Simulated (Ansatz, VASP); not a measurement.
One calculation of Al, two programs

Contents of POSCAR:

```
Al
1.0
    0.0000000000      2.0604342734      2.0604342734
    2.0604342734      0.0000000000      2.0604342734
    2.0604342734      2.0604342734      0.0000000000
Al
1
Direct
    0.0000000000      0.0000000000      0.0000000000
```

The input INCAR.step1:

```
PREC = Accurate ; ENCUT = 520
ISMEAR = 0 ; SIGMA = 0.1
LREAL = F ; LASPH = T
NELM = 60 ; NBANDS = 8
GGA = PE ; ALGO = Normal
EDIFF = 1E-4 ; LWAVE = T
LCHARG = F
```

The input INCAR.step2:

```
PREC = Accurate ; ENCUT = 520
EDIFF = 1E-6 ; ISMEAR = 0
SIGMA = 0.1 ; LREAL = F
LASPH = T ; NELM = 60
ALGO = Normal ; ISIF = 2
LWAVE = F ; LCHARG = T
METAGGA = R2SCAN ; LMIXTAU = T
LELF = T ; LVHAR = T
NBANDS = 8 ; ISTART = 1
```

Contents of KPOINTS:

```
regular mesh
0
Gamma
  18 18 18
```

Input for Ansatz:

```yaml
crystal:
  lattice:
    - [0.0, 2.0604342734, 2.0604342734]
    - [2.0604342734, 0.0, 2.0604342734]
    - [2.0604342734, 2.0604342734, 0.0]
  atoms:
    - { symbol: Al, position: [0.0, 0.0, 0.0] }
basis:
  ecutwfc: 500
kpoints:
  mp_grid: { grid: [18, 18, 18] }
hamiltonian:
  xc: r2scan
scf:
  occupations: { method: gaussian, width: 0.1 }
output:
  forces: true
  stress: true
  eigenvalues: true
```

Alike in both runs: task single point; functional r2SCAN; k mesh 18 × 18 × 18; occupations gaussian, width 0.1 eV; no spin polarisation.

```csv
,VASP,Ansatz
version,VASP 6.6.1,Ansatz 0.2.0
potentials or method,"VASP PAW PBE potentials, release 64 (Al)","scalar-relativistic, plane waves, PAW"
plane-wave cutoff (eV),520,500
valence electrons in the cell,3,3
```

|  | VASP | Ansatz | Ansatz less VASP |
| --- | --- | --- | --- |
| gap on the k mesh at the Fermi level (eV) | none | none | - |
| pressure (GPa) | -7.2 | -7.0 | +0.24 |

A gap of «none» marks a metal or a gap that the smearing closes. The functional is the same, so the differences come from potentials, cutoffs and numerics.

Caveats: the PAW data sets were made with another functional, which shifts forces and pressure a little (VASP).
